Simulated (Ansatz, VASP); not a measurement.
Two plane-wave programs on GaN

```xyz
2
Lattice="0.0000 2.0712 2.1673 2.0712 0.0000 2.1673 2.0712 2.0712 0.0000" Properties=species:S:1:pos:R:3 pbc="T T T"
Ga    0.0000    0.0000    0.0000
N     2.0712    2.0712    2.1673
```

Change from the starting cell: strain -0.030 along x and y, +0.015 along z, atoms carried along.

Alike in both runs: task single point; functional PBE; k mesh 14 × 14 × 14; occupations gaussian, width 0.05 eV; no spin polarisation.

```csv
,VASP,Ansatz
version,VASP 6.6.1,Ansatz 0.2.0
potentials or method,"VASP PAW PBE potentials, release 64 (Ga_d, N)","scalar-relativistic, plane waves, PAW"
plane-wave cutoff (eV),520,420
valence electrons in the cell,18,18
```

```tsv
	VASP	Ansatz	Ansatz less VASP
gap on the k mesh at the Fermi level (eV)	0.50	0.51	+0.012
least direct gap on the mesh (eV)	2.71	2.70	-0.005
pressure (GPa)	12.0	11.1	-0.84
largest component of the traceless stress (GPa)	6.42	6.35	-0.070
```

With one functional, cell and mesh, what is left measures potentials, basis and numerics.
